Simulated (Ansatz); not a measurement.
# Hf2S (P6_3/mmc) in Ansatz: relaxation of cell and atoms with LDA

Aim: the relaxation of cell and atoms of Hf2S with LDA.

Everything below comes from runs of Ansatz 0.2.0. Logs are shortened: lines on timing, memory, paths and dates and some standing lists are left out, and cuts for length are marked.

### 1 The crystal as given

Symmetry: P6_3/mmc, No. 194, hexagonal system. The conventional cell has a = 3.374 Å, b = 3.374 Å, c = 11.717 Å, α = 90.00°, β = 90.00°, γ = 120.00°. Around Hf (site symmetry 3m) lie 3 S at 2.62 Å. S (site symmetry -6m2) is surrounded by 6 Hf at 2.62 Å.

The cell comes from a database or a generator and needn't be the stable form of this composition.

### 2 Relaxation of cell and atoms, LDA

input.yaml

```yaml
crystal:
  lattice:
    - [3.3742737662, 0.0, 0.0]
    - [-1.6871368831, 2.9222068008, 0.0]
    - [0.0, 0.0, 11.71740703]
  atoms:
    - { symbol: Hf, position: [0.3333333333, 0.6666666667, 0.10018836] }
    - { symbol: Hf, position: [0.6666666667, 0.3333333333, 0.60018836] }
    - { symbol: Hf, position: [0.3333333333, 0.6666666667, 0.39981164] }
    - { symbol: Hf, position: [0.6666666667, 0.3333333333, 0.89981164] }
    - { symbol: S, position: [0.0, 0.0, 0.25] }
    - { symbol: S, position: [0.0, 0.0, 0.75] }
hamiltonian:
  xc: lda
  pseudopotentials: { kind: paw }
kpoints:
  mp_grid: { grid: [9, 9, 3] }
scf:
  occupations: { method: fermi_dirac, width: 0.05 }
output:
  forces: true
  stress: true
  eigenvalues: true
  write_density: true
  write_potential: true
  elf: true
  volumetric_format: npy
relax:
  f_tol: 0.01
  max_steps: 40
  cell: { stress_tol: 0.05 }
```

Potentials or basis: Ansatz PAW.

Command:

```
$ ansatz run input.yaml --threads 2 --pin off --max-ram 5632MiB --backend cpu --events-out ev --progress --plain --runs-dir out
```

Log:

```text
Warning: RAYON_NUM_THREADS=2 ignored (pool sized by the plan → 2); use --threads N
Engine: ansatz 0.2.0, x86_64-unknown-linux-gnu
Pseudopotentials: kind: paw
Pseudopotential: Hf, paw, valence charge 26, recommended cutoff 420 eV (normal), Hf.paw.azcp
Pseudopotential: S, paw, valence charge 6, recommended cutoff 420 eV (normal), S.paw.azcp
Functional definition: SPW92
  exchange = slater_x
  correlation = pw_c
Crystal: 6 atoms, lattice volume = 115.537 Å³
Basis set: ecut = 420 eV, 2271 PW (Γ)
Bands: 70, of which v1, the nominal top of the filled ones, is band 58 counted from 1 (57 counted from 0)
Symmetry: 24 space group operations
Space group: P63/mmc (ITA 194), of the structure as read, at distance tolerance 4.9e-5 Å
k-points: 24 of 243
Non-local potential: Hf, projectors of the file, l = 0: 3, l = 1: 2, l = 2: 2, l = 3: 3
Non-local potential: S, projectors of the file, l = 0: 2, l = 1: 2, l = 2: 2
PAW form: soft (Blöchl's): semilocal exchange-correlation on the pseudo side does not see the compensation charge
PAW frozen core: Hf, regenerated for the run's functional, and the local potential with it (the file was generated under x = pbe(κ = 0.804, μ = 0.2195149727645171), c = pbe(β = 0.06672455060314922))
PAW frozen core: S, regenerated for the run's functional, and the local potential with it (the file was generated under x = pbe(κ = 0.804, μ = 0.2195149727645171), c = pbe(β = 0.06672455060314922))
PAW one-centre angular grid: Hf, 590 points (default); XC on 64 Gauss nodes
PAW one-centre angular grid: S, 110 points (default); XC on 64 Gauss nodes
Initial density: superposition of atomic densities (neutral atoms: chi_scale 0, normalization atom), corrected by the library's trained network
Initial wavefunctions: pseudopotential atomic-orbital guess
Functional: x = slater, c = lda
SCF iter   1: F=—  HF=-63653.183462 eV  |F-HF|=—  |Δ(HF+E_count)|=         —  Δρ=6.57e-3  dr2=7.02e-2  ethr=1.77e-3  ⟨swp⟩=5.8  Hψ=5527  notcnv=0  defer=6
preconditioner: auto → Kerker (q_TF=auto, 2.730 Å⁻¹)  [metal: Δε(μ)=0.029 eV  Ē_g=17.084 eV  σ=0.050 eV  W_gap=0.14  n_scr=52 (ndim 8)  ℏωp=35.9 eV  f_vac=0.000  D(μ)=3.03/eV (n_scr^D=14)]
SCF iter   2: F=—  HF=-63653.175535 eV  |F-HF|=—  |Δ(HF+E_count)|=   7.93e-3  Δρ=4.24e-3  dr2=3.26e-2  ethr=6.05e-5  ⟨swp⟩=1.4  Hψ=2220  notcnv=0  defer=30
SCF iter   3: F=—  HF=-63653.172376 eV  |F-HF|=—  |Δ(HF+E_count)|=   3.16e-3  Δρ=1.62e-3  dr2=6.84e-3  ethr=2.81e-5  ⟨swp⟩=2.0  Hψ=2554  notcnv=0  defer=30
SCF iter   4: F=—  HF=-63653.166882 eV  |F-HF|=—  |Δ(HF+E_count)|=   5.49e-3  Δρ=7.74e-4  dr2=7.52e-4  ethr=5.90e-6  ⟨swp⟩=2.0  Hψ=2857  notcnv=0  defer=30
SCF iter   5: F=—  HF=-63653.166828 eV  |F-HF|=—  |Δ(HF+E_count)|=   5.36e-5  Δρ=2.69e-4  dr2=8.51e-5  ethr=6.48e-7  ⟨swp⟩=2.0  Hψ=3019  notcnv=0  defer=30
SCF iter   6: F=—  HF=-63653.166769 eV  |F-HF|=—  |Δ(HF+E_count)|=   5.94e-5  Δρ=5.97e-5  dr2=6.60e-6  ethr=7.34e-8  ⟨swp⟩=2.0  Hψ=3002  notcnv=0  defer=30
SCF iter   7: F=—  HF=-63653.166769 eV  |F-HF|=—  |Δ(HF+E_count)|=   6.15e-8  Δρ=2.10e-5  dr2=8.00e-7  ethr=5.69e-9  ⟨swp⟩=2.0  Hψ=3003  notcnv=0  defer=30
SCF iter   8: F=-63653.166769 eV  HF=-63653.166769 eV  |F-HF|=2.03e-8  |Δ(HF+E_count)|=   4.14e-7  Δρ=5.59e-6  dr2=3.22e-8  ethr=8.62e-11  ⟨swp⟩=11.2  Hψ=12730  notcnv=0
SCF 1 converged in 8 iterations: F = -63653.166769 eV  dr2 = 3.22e-8
relax step   1: F+E_penalty+E_count = -63653.16676860 eV  Δ(F+E_penalty+E_count) = +0.000e0 eV  max|allowed force component| = 1.302e-1 eV/Å  Δτ_max = 0.0000 Å  P = -6.315 GPa  Ω = 115.537 Å³  (8 SCF iters, dr2 threshold 1.00e-7 eV, accepted)
Crystal: 6 atoms, lattice volume = 101.382 Å³
Basis set: ecut = 420 eV, 2007 PW (Γ)
Initial density: handed on by an earlier stage of this run
Initial wavefunctions: those handed on with the density
iter 1 solved again at ethr=1.21e-3 eV; its pass at ethr=3.10e-3 eV (dr2=1.41e0 eV) is discarded
SCF iter   1: F=—  HF=-63653.007771 eV  |F-HF|=—  |Δ(HF+E_count)|=         —  Δρ=1.62e-2  dr2=1.42e0  ethr=1.21e-3  ⟨swp⟩=1.8  Hψ=7540  notcnv=0
preconditioner: auto → Kerker (q_TF=auto, 2.790 Å⁻¹)  [metal: Δε(μ)=0.083 eV  Ē_g=17.117 eV  σ=0.050 eV  W_gap=0.37  n_scr=40 (ndim 8)  ℏωp=38.3 eV  f_vac=0.000  D(μ)=2.62/eV (n_scr^D=6)]
[... 57 lines left out ...]
SCF 6 converged in 6 iterations: F = -63653.278220 eV  dr2 = 1.21e-8
relax step   6: F+E_penalty+E_count = -63653.27822026 eV  Δ(F+E_penalty+E_count) = -1.087e-4 eV  max|allowed force component| = 1.769e-4 eV/Å  Δτ_max = 0.0019 Å  P = -0.005 GPa  Ω = 110.260 Å³  energy of the carried Pulay correction = +9.433e-4 eV  (6 SCF iters, dr2 threshold 5.16e-8 eV, accepted)
Initial wavefunctions: pseudopotential atomic-orbital guess (no wavefunctions were taken with the density)
iter 1 solved again at ethr=8.22e-8 eV; its pass at ethr=3.10e-3 eV (dr2=9.54e-5 eV) is discarded
SCF iter   1: F=—  HF=-63653.277239 eV  |F-HF|=—  |Δ(HF+E_count)|=         —  Δρ=5.19e-5  dr2=3.61e-7  ethr=8.22e-8  ⟨swp⟩=3.2  Hψ=10560  notcnv=0
preconditioner: auto → Kerker (q_TF=auto, 2.751 Å⁻¹)  [metal: Δε(μ)=0.045 eV  Ē_g=17.099 eV  σ=0.050 eV  W_gap=0.22  n_scr=52 (ndim 8)  ℏωp=36.8 eV  f_vac=0.000  D(μ)=2.88/eV (n_scr^D=8)]
SCF iter   2: F=—  HF=-63653.277240 eV  |F-HF|=—  |Δ(HF+E_count)|=   8.20e-7  Δρ=3.40e-5  dr2=5.19e-7  ethr=3.11e-10  ⟨swp⟩=3.6  Hψ=4318  notcnv=0
SCF iter   3: F=—  HF=-63653.277240 eV  |F-HF|=—  |Δ(HF+E_count)|=   1.51e-7  Δρ=1.96e-5  dr2=1.27e-7  ethr=3.11e-10  ⟨swp⟩=2.0  Hψ=2985  notcnv=0
SCF iter   4: F=—  HF=-63653.277240 eV  |F-HF|=—  |Δ(HF+E_count)|=   1.92e-8  Δρ=2.26e-6  dr2=3.27e-9  ethr=1.10e-10  ⟨swp⟩=2.4  Hψ=3022  notcnv=0
SCF iter   5: F=—  HF=-63653.277240 eV  |F-HF|=—  |Δ(HF+E_count)|=  6.26e-10  Δρ=4.54e-7  dr2=1.56e-10  ethr=2.82e-12  ⟨swp⟩=2.2  Hψ=3143  notcnv=0
SCF iter   6: F=-63653.277240 eV  HF=-63653.277240 eV  |F-HF|=0.00e0  |Δ(HF+E_count)|=  1.16e-10  Δρ=1.06e-7  dr2=2.39e-11  ethr=1.00e-12  ⟨swp⟩=7.5  Hψ=9578  notcnv=0
SCF 7 converged in 6 iterations: F = -63653.277240 eV  dr2 = 2.39e-11
relax step   7: F+E_penalty+E_count = -63653.27724012 eV  Δ(F+E_penalty+E_count) = +9.801e-4 eV  max|allowed force component| = 6.819e-5 eV/Å  Δτ_max = 0.0000 Å  P = -0.004 GPa  Ω = 110.260 Å³  stress off target by 1.39e-2 GPa  SCF on the basis re-selected at this cell (its energy is not comparable with the rows above)  (6 SCF iters)
basis re-selected at this cell: Δ(F+E_penalty+E_count) = +9.801e-4 eV, ΔP = +0.001 GPa vs the last step (what re-selecting the basis moved, of the pressure what is left beyond the Pulay correction that the steps carried, after the strain that the cell walked since its last selection, with what the two solves' SCF thresholds leave and, on support functions, any second-order correction that the steps lacked; it is no measure of the basis error at this ecutwfc). This SCF's stress stands 1.39e-2 GPa from its target on what of the cell is left free (relax.cell.stress_tol is 5.00e-2 GPa) and its largest allowed force component is 6.82e-5 eV/Å (relax.f_tol is 1.00e-2 eV/Å): within both
SCF converged after 6 iterations
Free energy (F): -63653.277240 eV
Harris-Foulkes:  -63653.277240 eV  (|F-HF|=0.00e0)
Internal energy: -63653.253421 eV  (E = F + TS)
E sigma→0 (E₀):  -63653.265330 eV
Entropy (-TS):   -0.023819 eV (-3.970 meV/atom)
Fermi energy:    19.102644 eV
--- Per-component energies (eV) ---
  E_band       = 161.939077
  E_kinetic    = 1924.440907
  E_local      = -21806.821520  (includes V_loc(G=0)·N_el)
  E_nonlocal   = -4872.658772
  E_hartree    = 10260.435674
  E_xc         = -1388.824215
  E_vxc        = -1249.799005  (∫ρ·V_xc dr)
  E_paw        = -27881.262796  (= ΣΔE_a)
  E_vpaw       = 5645.905788  (= ΣTr[D̂ρ^β])
  E_aug_tail   = -0.000003  (compensation charges beyond the density's cutoff)
  E_ewald      = -19898.698062
  E_core_change = 10.135365  (= ΣΔE_core)
  E_smearing   = -0.023819  (= −TS)
  E_closure    = 0.000000  (closes the sum)
  Σ components = -63653.277240   (vs F -63653.277240, Δ=0.00e0)
--- Forces (eV/Å), atoms counted from 1 ---
  atom   1  Hf    -0.00000000    -0.00000000    -0.00006819
  atom   2  Hf    -0.00000000     0.00000000    -0.00006819
  atom   3  Hf     0.00000000    -0.00000000     0.00006819
  atom   4  Hf     0.00000000     0.00000000     0.00006819
  atom   5  S     -0.00000000     0.00000000     0.00000000
  atom   6  S      0.00000000    -0.00000000    -0.00000000
  max |Σ_I F_I| component: 1.85e-17 eV/Å
--- Stress (GPa, compression-positive) ---
        0.001652       0.000000       0.000000
       -0.000000       0.001652       0.000000
        0.000000       0.000000      -0.013865
  P = ⅓ Tr σ = -0.0035 GPa (-0.035 kbar)
--- Band table (eV; the first three rows and the last of 24) ---
  k-point 0: bands = ["-42.9575", "-42.9537", "-42.9027", "-42.8988", "-12.0921", "-11.9494", "-11.5788", "-11.4644", "-11.4644", "-11.4532", "-11.4532", "-11.4209", "-11.3546", "-11.3546", "-11.3430", "-11.3430", "3.5628", "3.7080", "7.0240", "7.0289", "7.0289", "7.0385", "7.0423", "7.0423", "7.0429", "7.0429", "7.0490", "7.0490", "7.0535", "7.0544", "7.0664", "7.0737", "7.0764", "7.0789", "7.0789", "7.0802", "7.0802", "7.0804", "7.0870", "7.0870", "7.0949", "7.0949", "7.1237", "7.1238", "7.1277", "7.1278", "11.0646", "12.0184", "14.5654", "15.6493", "15.6493", "15.8617", "15.8617", "15.9061", "17.6818", "18.9782", "18.9874", "19.5119", "19.5119", "19.5988", "19.5988", "19.8906", "19.8906", "20.9676", "20.9676", "21.6700", "22.0810", "22.0810", "22.3766", "22.3766"]
  k-point 1: bands = ["-42.9566", "-42.9547", "-42.9017", "-42.8997", "-12.0634", "-11.9943", "-11.5301", "-11.4618", "-11.4618", "-11.4562", "-11.4562", "-11.4534", "-11.3514", "-11.3514", "-11.3457", "-11.3457", "3.5982", "3.6707", "7.0262", "7.0314", "7.0314", "7.0328", "7.0376", "7.0376", "7.0448", "7.0448", "7.0475", "7.0475", "7.0551", "7.0574", "7.0648", "7.0698", "7.0796", "7.0814", "7.0816", "7.0816", "7.0822", "7.0822", "7.0869", "7.0869", "7.0920", "7.0920", "7.1237", "7.1237", "7.1277", "7.1278", "11.2574", "11.7183", "14.9621", "15.6213", "15.6991", "15.6991", "15.8051", "15.8051", "17.7853", "18.2151", "19.4270", "19.4270", "19.4989", "19.4989", "19.9739", "20.3282", "20.3282", "21.0073", "21.0105", "21.0105", "21.6201", "21.6201", "22.0305", "22.0305"]
  k-point 2: bands = ["-42.9534", "-42.9496", "-42.9015", "-42.8976", "-12.0712", "-11.9338", "-11.6303", "-11.5415", "-11.4811", "-11.4695", "-11.4675", "-11.4053", "-11.3962", "-11.3816", "-11.3620", "-11.3501", "3.6967", "3.8134", "7.0287", "7.0290", "7.0298", "7.0412", "7.0416", "7.0430", "7.0438", "7.0463", "7.0471", "7.0521", "7.0572", "7.0597", "7.0713", "7.0722", "7.0762", "7.0766", "7.0776", "7.0807", "7.0810", "7.0849", "7.0862", "7.0881", "7.0915", "7.0942", "7.1189", "7.1192", "7.1222", "7.1225", "11.3469", "12.1973", "14.4254", "15.0636", "15.4963", "15.5447", "15.7639", "16.1834", "17.2964", "18.2774", "19.1417", "19.3110", "19.5201", "19.7049", "19.8586", "19.9134", "20.3761", "20.9705", "21.3700", "21.6956", "21.7422", "22.0108", "22.0175", "22.3227"]
  k-point 23: bands = ["-42.9042", "-42.9042", "-42.9006", "-42.9006", "-11.8897", "-11.8897", "-11.8404", "-11.8404", "-11.8294", "-11.8158", "-11.6160", "-11.6016", "-11.5271", "-11.5271", "-11.4681", "-11.4681", "4.9491", "4.9573", "7.0400", "7.0400", "7.0437", "7.0517", "7.0542", "7.0545", "7.0545", "7.0604", "7.0612", "7.0612", "7.0646", "7.0646", "7.0691", "7.0713", "7.0713", "7.0719", "7.0759", "7.0759", "7.0838", "7.0838", "7.0898", "7.0898", "7.1100", "7.1100", "7.1104", "7.1104", "7.1282", "7.1513", "12.4354", "12.4354", "12.7112", "12.7112", "13.4089", "13.4702", "17.2958", "17.4022", "17.8840", "17.8840", "18.3447", "18.3447", "19.1959", "19.1959", "21.1541", "21.5236", "22.0949", "22.0949", "22.5037", "22.5037", "22.8960", "23.4161", "23.4161", "23.6220"]
--- Relaxed structure (6 steps of the walk, 5 accepted, 1 SCFs on fresh bases) ---
  F+E_penalty+E_count = -63653.27724012 eV   max|allowed force component| = 6.819e-5 eV/Å   (the final SCF, on the basis selected at the relaxed cell)
  cell:  # Å, volume = 110.2595 Å³
    - [3.314095702571505, -3.2036586672738863e-34, -4.447595546757674e-35]
    - [-1.6570478512857525, 2.8700910689997605, 9.927259231880207e-35]
    - [-4.633378107787633e-34, 1.5444593692625444e-34, 11.59192002492361]
  atoms:
    - { symbol: Hf, position: [0.33333333333333326, 0.6666666666666665, 0.10082328146013442] }
    - { symbol: Hf, position: [0.6666666666666665, 0.33333333333333326, 0.6008232814601344] }
    - { symbol: Hf, position: [0.33333333333333326, 0.6666666666666665, 0.39917671853986547] }
    - { symbol: Hf, position: [0.6666666666666665, 0.33333333333333326, 0.8991767185398654] }
    - { symbol: S, position: [-2.3645617837473128e-33, -8.732637182253878e-34, 0.24999999999999994] }
    - { symbol: S, position: [1.3817542035734418e-33, 3.7896350036196076e-34, 0.7499999999999999] }
```

Run time: 37 s. Hardware: 2 threads of Intel Xeon Platinum 8375C at 2.90GHz (Ice Lake), shared host; peak memory 0.56 GiB.

What came out:

- Free energy: -63653.2772 eV
- Relaxed volume: 18.38 Å³/atom
- Relaxed cell: a = 3.314 Å, b = 3.314 Å, c = 11.592 Å, α = 90.00°, β = 90.00°, γ = 120.00°
- Space group after relaxing (to 0.05 Å): P6_3/mmc (No. 194)
- Energy gained by relaxing: 18.4 meV/atom
- Ionic steps: 6
- Pressure after relaxing: 0.0 GPa
- Band gap on the k mesh: none (metal or under the smearing width)

Step by step:
```tsv
step	energy change (eV)	largest force (eV/Å)	volume (Å³)
1	0.0000	0.1302	115.54
2	-0.1027	0.1219	111.15
3	-0.1080	0.1109	110.89
4	-0.1113	0.0260	110.17
5	-0.1115	0.0002	110.26
6	-0.1105	0.0001	110.26
```

Final structure:
```
CELL_PARAMETERS angstrom
3.31410 0.00000 0.00000
-1.65705 2.87009 0.00000
0.00000 0.00000 11.59192
ATOMIC_POSITIONS crystal
Hf 0.33333 0.66667 0.10082
Hf 0.66667 0.33333 0.60082
Hf 0.33333 0.66667 0.39918
Hf 0.66667 0.33333 0.89918
S 0.00000 0.00000 0.25000
S 0.00000 0.00000 0.75000
```

Caveat: the plane-wave basis is chosen anew once the cell has moved, so the energies of steps on either side of that aren't comparable; the PAW data sets come from PBE, with cores solved anew for the run's functional, which leaves a small shift of forces and pressure. Spin-orbit coupling is left out, which matters for the levels of Hf.
